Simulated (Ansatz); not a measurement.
Te:

```
Te
1.0
     4.45400    0.00000    0.00000
    -2.22700    3.85728    0.00000
     0.00000    0.00000    5.92400
Te
3
Direct
  0.73100 0.73100 0.00000
  0.00000 0.26900 0.66667
  0.26900 0.00000 0.33333
```

Base run:

```yaml
Program: Ansatz 0.2.0
Functional: PBE
Potentials_or_basis: all-electron LAPW, scalar-relativistic
Cutoff: 215 eV
Density_cutoff: 861 eV
Basis_error_allowed: 0.002 eV/atom
k_mesh: 7 × 7 × 5
Occupations: fermi-dirac, width 0.05 eV
Spin: no spin polarisation
```

Its results: pressure 1.5 GPa; largest force 0.144 eV/Å.

Task: The run is repeated on the same cell with these changes: functional from PBE to LDA. What comes out?

Result: Pressure -1.9 GPa; largest force 0.053 eV/Å.

LDA binds more tightly than PBE, so the same cell stands under less pressure.

Not every run made on this cell is shown here.
